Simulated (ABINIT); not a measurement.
TiTe:

```
Te Ti
1.0
     3.84200    0.00000    0.00000
    -1.92100    3.32727    0.00000
     0.00000    0.00000    6.40300
Te Ti
2 2
Cartesian
  1.9210 1.1091 4.8022
  0.0000 2.2182 1.6007
  0.0000 0.0000 3.2015
  0.0000 0.0000 0.0000
```

Base run:

| Property | Result |
| --- | --- |
| Program | ABINIT 10.8.3 (patched build) |
| Functional | LDA |
| Potentials or basis | PseudoDojo NC SR LDA v0.4 stringent |
| Cutoff | 1061 eV |
| k mesh | 6 × 6 × 3 |
| Occupations | fermi-dirac, width 0.05 eV |
| Spin | no spin polarisation |

Its results: band gap on the k mesh none (metal or under the smearing width); pressure -12.8 GPa.

The run is repeated on the same cell with these changes: potentials or basis from PseudoDojo NC SR LDA v0.4 stringent to JTH PAW LDA v2.0; cutoff from 1061 eV to 408 eV; spin from no spin polarisation to spin-orbit coupling, no magnetisation; valence electrons from 72 to 36. What comes out?

Band gap on the k mesh none (metal or under the smearing width); pressure 1.2 GPa.

Not every run made on this cell is shown here.
